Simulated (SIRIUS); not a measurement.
Runs of SIRIUS 7.10.0 on Sb. The structure is trigonal, space group R-3m (No. 166). Conventional cell: a = 4.308 Å, b = 4.308 Å, c = 11.274 Å, α = 90.00°, β = 90.00°, γ = 120.00°. Sb (site symmetry 3m) is surrounded by 3 Sb at 2.91 Å. 

```tsv
level	potentials or basis	cutoff (eV)	libxc names	radial cutoff for the potentials' integrals	gap on the mesh (eV)	pressure (GPa)	largest force (eV/Å)
PBE	PseudoDojo 0.5 PBE standard (scalar relativistic)	1102	["XC_GGA_X_PBE", "XC_GGA_C_PBE"]	6.5 bohr	0.11	2.8	0.05
PBE	SPMS 1.0 PBE (norm-conserving)	1102	["XC_GGA_X_PBE", "XC_GGA_C_PBE"]	6.5 bohr	0.11	2.8	0.06
PBE	GBRV 1.5 PBE (ultrasoft)	557	["XC_GGA_X_PBE", "XC_GGA_C_PBE"]	-	0.12	2.8	0.06
BLYP	PseudoDojo 0.4.1 PBE standard (scalar relativistic)	1102	["XC_GGA_X_B88", "XC_GGA_C_LYP"]	6.5 bohr	0.18	(a)	0.06
PBE	SG15 1.2 PBE (norm-conserving)	1102	["XC_GGA_X_PBE", "XC_GGA_C_PBE"]	6.5 bohr	0.10	2.8	0.05
PBE	in-house norm-conserving set, PBE (scalar relativistic)	1102	["XC_GGA_X_PBE", "XC_GGA_C_PBE"]	6.5 bohr	0.13	2.8	(c)
PBE	PseudoDojo 0.4.1 PBE standard (scalar relativistic)	1102	["XC_GGA_X_PBE", "XC_GGA_C_PBE"]	6.5 bohr	0.11	2.8	0.05
XLYP	PseudoDojo 0.4.1 PBE standard (scalar relativistic)	1102	["XC_GGA_XC_XLYP"]	6.5 bohr	0.19	(b)	0.06
```

Alike in all rows: task single point; no spin polarisation; cell as given; k mesh 4 × 4 × 4; smearing fermi-dirac 0.05 eV; the mesh is coarse, so values aren't converged.

Problem. Estimate the missing entries.

Solution. (a) 6.9; (b) 7.5; (c) 0.07.

Caveats: all runs use coarse meshes; spin-orbit coupling is left out, which moves the levels of the heavy elements; the potentials were made for another functional, which shifts forces and pressure (some runs).

A k mesh can miss the band edges, and the runs leave out spin-orbit coupling on Sb.
